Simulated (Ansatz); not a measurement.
# Ionic part of the dielectric constant of LiCl at -1 GPa, mode by mode

All numbers below come from DFT PBE, scalar-relativistic, plane waves, PAW in Ansatz. Plane waves to 420 eV; Γ-centred k mesh 8×8×8; fixed occupations. No spin polarisation. Phonons by linear response, acoustic sum rule imposed.

The structure is cubic, space group Fm-3m (No. 225). The conventional cell has a = 5.209 Å, b = 5.209 Å, c = 5.209 Å, α = 90.00°, β = 90.00°, γ = 90.00°. Li (site symmetry m-3m) has 6 Cl at 2.60 Å as nearest neighbours. Around Cl (site symmetry m-3m) lie 6 Li at 2.60 Å.

The primitive cell has V = 35.33 Å³ and ε∞,yy = 2.901. Each polar mode adds Δε = (4.92064×10⁷/V)·S/ν² along y, with S its oscillator strength in e²/amu, ν in cm⁻¹ and V in Å³.

Question: From these modes, find each Δε and ε0,yy.
```csv
ν (cm⁻¹),S_yy (e²/amu)
141.8,0.2452
```

Answer:
```
ν (cm⁻¹)     Δε
   141.8  16.98
```

The sum is 16.983, so ε0,yy = 19.88; the run's tensor has 19.88.

Question: Where do the longitudinal modes lie for a wave vector along y?

Answer: At 371 cm⁻¹. The Lyddane–Sachs–Teller product Π(ν_LO/ν_TO)² = 6.85 matches ε0/ε∞ = 6.85.